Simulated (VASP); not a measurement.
## TiB: single point with PBEsol

Crystal: TiB.

```xyz
2
Lattice="0.0000 2.2180 1.8853 2.2180 0.0000 1.8853 2.2180 2.2180 0.0000" Properties=species:S:1:pos:R:3 pbc="T T T"
Ti    3.3269    3.3269    2.8279
B     0.0000    0.0000    0.0000
```

| Quantity | Value |
| --- | --- |
| Program | VASP 6.6.1 |
| Task | single point |
| Functional | PBEsol |
| Potentials or basis | VASP PAW PBE potentials, release 64 (Ti_sv, B) |
| Cutoff | 520 eV |
| k mesh | 22 × 22 × 22 |
| Occupations | gaussian, width 0.15 eV |
| Spin | no spin polarisation |
| Dipole correction | no |
| Further INCAR settings | ALGO = Fast; EDIFF = 1e-07; NBANDS = 14 |

* Pressure: 108.6 GPa
* Band gap on the k mesh: none (metal or under the smearing width)

Stress tensor (GPa, compression positive):
```
123.50   0.00   0.00
  0.00 123.50   0.00
  0.00   0.00  78.79
```

Levels at points of the mesh, in eV from the Fermi level:
| k point | band 4 | band 5 | band 6 | band 7 | band 8 | band 9 | band 10 | band 11 | band 12 | band 13 |
| --- | --- | --- | --- | --- | --- | --- | --- | --- | --- | --- |
| (0.00, 0.00, 0.00) | -30.98 | -9.25 | -2.04 | -2.04 | -1.57 | 2.10 | 3.62 | 11.54 | 11.54 | 12.42 |
| (0.50, 0.00, 0.00) | -31.06 | -5.85 | -2.74 | -2.08 | -0.49 | 3.44 | 4.35 | 5.99 | 9.33 | 9.60 |
| (0.50, 0.50, 0.00) | -31.51 | -4.82 | -4.79 | 1.19 | 1.19 | 2.72 | 4.50 | 5.68 | 5.68 | 8.28 |
| (0.50, 0.00, 0.50) | -31.22 | -4.91 | -4.25 | 0.18 | 1.21 | 2.43 | 3.88 | 5.38 | 7.05 | 7.06 |

It took 2.4 min on 1 thread of Intel(R) Xeon(R) 6975P-C (Granite Rapids), with other jobs on the host, peak memory 0.34 GiB.

Caveat: a pressure of tens of GPa on the cell as given is suspect, and the run, the potentials or the cell itself is likely at fault; the PAW data sets were made with another functional, which shifts forces and pressure a little.
